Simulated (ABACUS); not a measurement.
The system is Be2C.

```xyz
3
Lattice="0.0000 2.1650 2.1650 2.1650 0.0000 2.1650 2.1650 2.1650 0.0000" Properties=species:S:1:pos:R:3 pbc="T T T"
C     0.0000    0.0000    0.0000
Be    3.2475    3.2475    3.2475
Be    1.0825    1.0825    1.0825
```

| Property | Result |
| --- | --- |
| Program | ABACUS 3.10.1 |
| Task | single point |
| Functional | PBE |
| Potentials or basis | PseudoDojo NC SR 0.4.1 PBE standard |
| Cutoff | 1211 eV |
| Density cutoff | 4844 eV |
| Basis | plane waves |
| k mesh | 11 × 11 × 11 |
| Occupations | fermi-dirac, width 0.05 eV |
| Spin | no spin polarisation |

On this cell: pressure 0.6 GPa; largest force zero by symmetry; band gap on the k mesh 1.27 eV, indirect (least direct gap 4.17 eV).

The same run follows on a disturbed copy (atoms moved at random, drawn with an rms of 0.05 Å):

```
C Be
1.0
     0.00000    2.16500    2.16500
     2.16500    0.00000    2.16500
     2.16500    2.16500    0.00000
C Be
1 2
Direct
  0.99721 0.00135 0.01329
  0.74777 0.75992 0.75858
  0.25366 0.25076 0.25314
```

**Question.** What changes?

**Answer.** The energy moves by +2.1 meV/atom; pressure 0.7 GPa; largest force 0.298 eV/Å; band gap on the k mesh 1.18 eV, indirect (least direct gap 4.08 eV).

Forces on the atoms (eV/Å):
```
C   -0.083 -0.081  0.170
Be  -0.213  0.051 -0.143
Be   0.295  0.031 -0.026
```

Stress tensor (GPa, compression positive):
```
 0.87 -0.08 -0.03
-0.08  0.66 -0.49
-0.03 -0.49  0.67
```

Caveats: an odd mesh through Γ misses points on the zone boundary, where band edges often lie.
